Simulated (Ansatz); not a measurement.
System: CaO (rock salt type), 2 atoms in the cell.

Computed with PBE, all-electron LAPW, point nucleus (Ansatz 0.2.0 development build).

k-mesh 8×8×8 Γ-centred; Fermi–Dirac smearing of 0.1 eV; no spin polarisation.

```
CELL_PARAMETERS angstrom
0.00000 2.41500 2.41500
2.41500 0.00000 2.41500
2.41500 2.41500 0.00000
ATOMIC_POSITIONS crystal
Ca 0.00000 0.00000 0.00000
O 0.50000 0.50000 0.50000
```

What pressure does the calculation give?

The pressure is 0.05 GPa, close to zero.
